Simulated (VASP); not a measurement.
# BN (P6_3/mmc) in VASP: settings compared, part 2 of 2

VASP 6.6.1. The steps go on from the part before.

## (4) Density of states, RPBE+D3(BJ) (volume scaled by 0.88)

The input, run.py:

```python
from ase.calculators.vasp import Vasp
from ase.dft.dos import DOS
from ase.spacegroup import crystal

atoms = crystal(
    ['N', 'B'],
    basis=[[0.6666666667, 0.3333333333, 0.25], [0.6666666667, 0.3333333333, 0.75]],
    spacegroup=194,
    setting=1,
    cellpar=[2.39402335, 2.39402335, 6.35888495, 90.0, 90.0, 120.0],
    primitive_cell=True,
)
calc = Vasp(
    directory='calc',
    xc='rpbe',
    pp='PBE',
    setups='minimal',
    prec='Accurate',
    encut=400,
    ediff=1e-06,
    ismear=0,
    sigma=0.05,
    lreal=False,
    lasph=True,
    nelm=60,
    algo='Fast',
    isif=2,
    lwave=False,
    lcharg=False,
    ivdw=12,
    lorbit=10,
    nelmin=4,
    kpts=[12, 12, 4],
    gamma=True,
    nbands=16,
)
atoms.calc = calc

print('energy (eV):', atoms.get_potential_energy())
print('free energy (eV):', atoms.get_potential_energy(force_consistent=True))
print('forces (eV/A):')
print(atoms.get_forces())
print('stress (eV/A^3, Voigt):', atoms.get_stress())
print('Fermi level (eV):', calc.get_fermi_level())
dos = DOS(calc, width=0.1, window=(-10, 10), npts=201)
print('E - E_F (eV), DOS (1/eV)')
for e, g in zip(dos.get_energies(), dos.get_dos()):
    print(f'{e:8.3f} {g:10.4f}')
```

Potentials or basis: VASP PAW PBE potentials, release 64 (N, B).

Command:

```console
$ python run.py
```

The log of the run:

```text
energy (eV): -34.81479887
free energy (eV): -34.81479887
forces (eV/A):
[[ 0. -0.  0.]
 [ 0.  0.  0.]
 [-0.  0.  0.]
 [ 0. -0.  0.]]
stress (eV/A^3, Voigt): [-0.37880208 -0.37880208  0.04467717 -0.         -0.         -0.        ]
Fermi level (eV): 3.63077975
E - E_F (eV), DOS (1/eV)
 -10.000     0.0001
  -9.900     0.0101
  -9.800     0.1712
  -9.700     0.4541
  -9.600     0.4384
  -9.500     1.7555
[... 193 lines left out ...]
   9.900     0.6803
  10.000     0.5831
```

INCAR:

```text
ENCUT = 400.000000
SIGMA = 0.050000
EDIFF = 1.00e-06
ALGO = Fast
GGA = RP
PREC = Accurate
ISIF = 2
ISMEAR = 0
LORBIT = 10
NBANDS = 16
NELM = 60
NELMIN = 4
IVDW = 12
LASPH = .TRUE.
LCHARG = .FALSE.
LWAVE = .FALSE.
LREAL = .FALSE.
```

It took 12 s on 1 thread of Intel Xeon Platinum 8488C (Sapphire Rapids), shared host; peak memory 0.14 GiB.

These settings aren't checked as converged (typed here: ENCUT = 400; NELMIN = 4): the numbers below hold their error.

What came out:

```
Free energy                                           : -34.8148 eV
Band gap on the k mesh                                : 4.52 eV, indirect (least direct gap 5.00 eV)
Valence electrons inside the program's atomic spheres : N 4.13; B 2.44
Dispersion energy per atom                            : -0.483 eV
```

Caveat: the cutoff is under 1.25 times the usual one of these potentials, so pressure, stress and relaxed cells hold a basis-set (Pulay) error; the PAW data sets were made with another functional, which shifts forces and pressure a little.

## (5) Single point, r2SCAN-EpsX

The input, POSCAR:

```
BN
1.0
    2.4982400000      0.0000000000      0.0000000000
   -1.2491200000      2.1635393048      0.0000000000
    0.0000000000      0.0000000000      6.6357000000
N B
2 2
Direct
    0.6666666667      0.3333333333      0.2500000000
    0.3333333333      0.6666666667      0.7500000000
    0.6666666667      0.3333333333      0.7500000000
    0.3333333333      0.6666666667      0.2500000000
```

The input, INCAR.step1:

```
PREC = Accurate
ENCUT = 520
EDIFF = 1E-8
ISMEAR = -5
SIGMA = 0.2
LREAL = False
LASPH = True
NELM = 100
ALGO = Normal
ISIF = 2
LWAVE = False
LCHARG = False
BMIX = 3.0
GGA = PE
LEPSILON = True
```

The input, KPOINTS.step1:

```
Automatic mesh
0
G
  12 12 4
  0 0 0
```

The input, INCAR.step2:

```
PREC = Accurate
ENCUT = 520
EDIFF = 1E-5
ISMEAR = -5
SIGMA = 0.2
LREAL = False
LASPH = True
NELM = 100
ALGO = Normal
ISIF = 2
LWAVE = True
LCHARG = False
BMIX = 3.0
GGA = PE
```

The input, KPOINTS.step2:

```
regular mesh
0
Gamma
  6 6 2
```

The input, INCAR.step3:

```
PREC = Accurate
ENCUT = 520
EDIFF = 1E-7
ISMEAR = -5
SIGMA = 0.2
LREAL = False
LASPH = True
NELM = 100
ALGO = Normal
ISIF = 2
LWAVE = False
LCHARG = False
METAGGA = R2SCAN
LHFCALC = True
AEXX = 0.2463
LMIXTAU = True
PRECFOCK = Fast
HFRCUT = -1
BMIX = 3.0
ISTART = 1
```

The input, KPOINTS.step3:

```
regular mesh
0
Gamma
  6 6 2
```

Command:

```console
$ cat potpaw_PBE.64/N/POTCAR potpaw_PBE.64/B/POTCAR > POTCAR
$ cp INCAR.step1 INCAR
$ cp KPOINTS.step1 KPOINTS
$ mpirun -np 1 vasp_std > vasp.out
$ cp INCAR.step2 INCAR
$ cp KPOINTS.step2 KPOINTS
$ mpirun -np 1 vasp_std > vasp.out
$ cp INCAR.step3 INCAR
$ cp KPOINTS.step3 KPOINTS
$ mpirun -np 1 vasp_std > vasp.out
```

It took 5.3 min on 1 thread of Intel Xeon Platinum 8488C (Sapphire Rapids), shared host; peak memory 0.26 GiB.

Results (log left out):

* Free energy: -45.0982 eV
* Pressure: -1.8 GPa
* Band gap on the k mesh: 6.71 eV, indirect (least direct gap 7.21 eV)

Stress tensor (GPa, compression positive):
```
-2.97  0.00  0.00
 0.00 -2.97  0.00
 0.00  0.00  0.42
```

Levels at points of the mesh, in eV from the valence-band top:
```csv
k point,band 4,band 5,band 6,band 7,band 8,band 9,band 10,band 11,band 12
"(0.00, 0.00, 0.00)",-4.59,-1.56,-1.56,-1.51,-1.51,7.36,13.25,14.57,14.57
"(0.50, 0.00, 0.00)",-10.00,-4.71,-4.64,-1.57,-0.49,6.71,8.31,12.30,12.79
"(0.00, 0.00, 0.50)",-5.89,-1.53,-1.53,-1.53,-1.53,10.02,10.02,14.65,14.65
"(0.50, 0.00, 0.50)",-10.04,-4.67,-4.67,-1.00,-1.00,7.21,7.21,12.78,12.78
```

Caveat: the k mesh is coarse (spacing up to 0.48 Å⁻¹), so the values aren't converged, least of all with exact exchange; the PAW data sets were made with another functional, which shifts forces and pressure a little. A k mesh can miss the band edges.

## (6) Band structure, TPSS+D3 (volume scaled by 0.92)

The input, INCAR:

```
SYSTEM = BN
PREC = Accurate
ENCUT = 520
EDIFF = 1E-6
ISMEAR = -1
SIGMA = 0.02
LREAL = .FALSE.
LASPH = .TRUE.
NELM = 100
ALGO = Normal
ISIF = 2
LWAVE = .FALSE.
LCHARG = .FALSE.
METAGGA = TPSS
LMIXTAU = .TRUE.
IVDW = 11
NBANDS = 16
```

The input, BN.cif:

```cif
data_BN
_cell_length_a 2.42976031
_cell_length_b 2.42976031
_cell_length_c 6.45380767
_cell_angle_alpha 90.00000000
_cell_angle_beta 90.00000000
_cell_angle_gamma 120.00000000
_space_group_name_H-M_alt 'P6_3/mmc'
_space_group_name_Hall '-P 6c 2c'
_space_group_IT_number 194
loop_
_space_group_symop_operation_xyz
'x,y,z'
'-x,-y,-z'
'x-y,x,z+1/2'
'-x+y,-x,-z+1/2'
'-y,x-y,z'
'y,-x+y,-z'
'-x,-y,z+1/2'
'x,y,-z+1/2'
'-x+y,-x,z'
'x-y,x,-z'
'y,-x+y,z+1/2'
'-y,x-y,-z+1/2'
'-y,-x,-z+1/2'
'y,x,z+1/2'
'-x,-x+y,-z'
'x,x-y,z'
'-x+y,y,-z+1/2'
'x-y,-y,z+1/2'
'y,x,-z'
'-y,-x,z'
'x,x-y,-z+1/2'
'-x,-x+y,z+1/2'
'x-y,-y,-z'
'-x+y,y,z'
loop_
_atom_site_label
_atom_site_type_symbol
_atom_site_symmetry_multiplicity
_atom_site_Wyckoff_symbol
_atom_site_fract_x
_atom_site_fract_y
_atom_site_fract_z
_atom_site_occupancy
N1 N 2 d 0.6666666667 0.3333333333 0.2500000000 1
B1 B 2 c 0.6666666667 0.3333333333 0.7500000000 1
```

The input, KPOINTS:

```
regular mesh
0
G
  12 12 4
  0 0 0
```

The input, POSCAR:

```
N  B 
 1.0000000000000000
     2.4297603099999998    0.0000000000000000    0.0000000000000000
    -1.2148801549999995    2.1042341535671527    0.0000000000000000
     0.0000000000000000    0.0000000000000000    6.4538076699999998
 N   B  
   2   2
Cartesian
  1.2148801551214881  0.7014113844522430  1.6134519174999999
 -0.0000000001214878  1.4028227691149098  4.8403557524999998
  1.2148801551214881  0.7014113844522430  4.8403557525000007
 -0.0000000001214878  1.4028227691149098  1.6134519174999993
```

The input, KPOINTS_OPT:

```
path GMKGALHA,LM,KH
15
line-mode
reciprocal
 0.0000000000  0.0000000000  0.0000000000  G
 0.5000000000  0.0000000000  0.0000000000  M

 0.5000000000  0.0000000000  0.0000000000  M
 0.3333333333  0.3333333333  0.0000000000  K

 0.3333333333  0.3333333333  0.0000000000  K
 0.0000000000  0.0000000000  0.0000000000  G

 0.0000000000  0.0000000000  0.0000000000  G
 0.0000000000  0.0000000000  0.5000000000  A

 0.0000000000  0.0000000000  0.5000000000  A
 0.5000000000  0.0000000000  0.5000000000  L

 0.5000000000  0.0000000000  0.5000000000  L
 0.3333333333  0.3333333333  0.5000000000  H

 0.3333333333  0.3333333333  0.5000000000  H
 0.0000000000  0.0000000000  0.5000000000  A

 0.5000000000  0.0000000000  0.5000000000  L
 0.5000000000  0.0000000000  0.0000000000  M

 0.3333333333  0.3333333333  0.0000000000  K
 0.3333333333  0.3333333333  0.5000000000  H
```

Potentials or basis: VASP PAW PBE potentials, release 64 (N, B).

Command:

```console
$ ase convert -i cif -o vasp BN.cif POSCAR
$ cat potpaw_PBE.64/N/POTCAR potpaw_PBE.64/B/POTCAR > POTCAR
$ mpirun -np 1 vasp_std > vasp.out
```

It took 3.1 min on 1 thread of Intel Xeon Platinum 8259CL at 2.50GHz (Skylake/Cascade Lake), shared host; peak memory 0.18 GiB.

It converged, with:

```yaml
Free_energy: -41.3885 eV
Pressure: 26.6 GPa
Band_gap_on_the_k_mesh: 4.51 eV, indirect (least direct gap 4.98 eV)
Band_gap_along_the_path: 4.46 eV, indirect (least direct gap 4.98 eV)
Dispersion_energy_per_atom: -0.138 eV
```

Stress tensor (GPa, compression positive):
```
40.03  0.00  0.00
 0.00 40.03  0.00
 0.00  0.00 -0.32
```

Levels at the corners of the path, in eV from the valence-band top:
```
point  band 6  band 7  band 8  band 9  band 10  band 11
    Γ   -1.30   -1.26   -1.26    5.46    11.21    12.78
    M   -4.30   -1.68   -0.52    4.46     6.09    10.55
    M   -4.30   -1.68   -0.52    4.46     6.09    10.55
    K   -7.46   -0.15   -0.15    5.24     5.24    11.02
    K   -7.46   -0.15   -0.15    5.24     5.24    11.02
    Γ   -1.30   -1.26   -1.26    5.46    11.21    12.78
    Γ   -1.30   -1.26   -1.26    5.46    11.21    12.78
    A   -1.28   -1.28   -1.28    8.15     8.15    12.86
    A   -1.28   -1.28   -1.28    8.15     8.15    12.86
    L   -4.34   -1.07   -1.07    5.00     5.00    11.10
    L   -4.34   -1.07   -1.07    5.00     5.00    11.10
    H   -7.47   -0.05   -0.05    4.97     4.97    12.39
    H   -7.47   -0.05   -0.05    4.97     4.97    12.39
    A   -1.28   -1.28   -1.28    8.15     8.15    12.86
    L   -4.34   -1.07   -1.07    5.00     5.00    11.10
    M   -4.30   -1.68   -0.52    4.46     6.09    10.55
    K   -7.46   -0.15   -0.15    5.24     5.24    11.02
    H   -7.47   -0.05   -0.05    4.97     4.97    12.39
```

Caveat: the PAW data sets were made with another functional, which shifts forces and pressure a little.

## (7) The reference run

An earlier run on the cell as given: functional PBE; potentials or basis VASP PAW PBE potentials, release 64 (N, B); cutoff 520 eV; k mesh 12 × 12 × 4; occupations fermi-dirac, width 0.05 eV; no spin polarisation.

- Pressure: 5.1 GPa
- Band gap on the k mesh: 4.29 eV, indirect (least direct gap 4.66 eV)

## (8) Summary

```tsv
task	level	cell	k mesh	smearing	grid for exact exchange (PRECFOCK)	exchange at q = 0	share of exact exchange	other keys	mesh quality	gap on the mesh (eV)	pressure (GPa)
single point	r2SCAN-EpsX	as given	6 × 6 × 2	tetrahedron	Fast	truncated	0.2463	ISMEAR = -5; SIGMA = 0.2; BMIX = 3	coarse	6.71	-1.8
band structure	TPSS+D3	volume scaled by 0.92	12 × 12 × 4	fermi-dirac 0.02 eV	-	-	-	-	not flagged	4.51	26.6
single point	PBE	as given	12 × 12 × 4	fermi-dirac 0.05 eV	-	-	-	-	not flagged	4.29	5.1
```

Alike in all rows: potentials or basis VASP PAW PBE potentials, release 64 (N, B); no spin polarisation; cutoff (eV) 520.

Caveats: some runs use coarse meshes; the PAW data sets were made with another functional, which shifts forces and pressure a little (some runs); this functional lacks dispersion, which binds the layers, so the pressure and a relaxed spacing across them are unreliable (some runs).

Absolute energies hang on the potentials; compare differences alone.
